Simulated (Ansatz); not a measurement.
Zn under changes of volume

One of the cells (14.444 Å³/atom); the others are scaled copies at fixed shape and fractional positions:

```xyz
3
Lattice="2.2682 -1.3085 0.0000 2.2682 1.3085 0.0000 -1.5917 0.0000 7.3004" Properties=species:S:1:pos:R:3 pbc="T T T"
Zn    2.9969    0.0000    2.4420
Zn   -0.0523    0.0000    4.8584
Zn    0.0000    0.0000    0.0000
```

This isn't the form of Zn at room conditions, which is hcp.

```yaml
Program: Ansatz 0.2.0
Functional: LDA
Potentials_or_basis: Ansatz PAW
Cutoff: "420 eV (not typed: the program's choice for these potentials)"
k_mesh: 12 × 12 × 4
Occupations: fermi-dirac, width 0.05 eV
Spin: no spin polarisation
```

| volume (Å³/atom) | energy over the lowest point (meV/atom) | pressure (GPa) |
| --- | --- | --- |
| 13.578 | 0.00 | 0.3 |
| 13.867 | ? | ? |
| 14.156 | 6.30 | -3.6 |
| 14.444 | 14.26 | -5.2 |
| 14.733 | 24.87 | -6.5 |
| 15.022 | 37.80 | -7.7 |
| 15.311 | 52.74 | -8.8 |

Problem. What does the run at 13.867 Å³/atom give?

Solution. Energy over the lowest point 1.40 meV/atom; pressure -1.8 GPa.

Worked out: A Birch-Murnaghan fit of order 3 (a polynomial in V^(-2/3)) to the other rows has its minimum at 13.62 Å³/atom with B0 = V·E''(V) = 103 GPa and B' = 5.5 at fixed shape and positions, which overstates the stiffness. It gives 1.39 meV/atom at 13.867 Å³/atom, against the run's 1.40, and -dE/dV = -1.8 GPa, against -1.8.

Energies are extrapolated to zero smearing.

Caveats: the PAW data sets come from PBE, with cores solved anew for the run's functional, which leaves a small shift of forces and pressure.
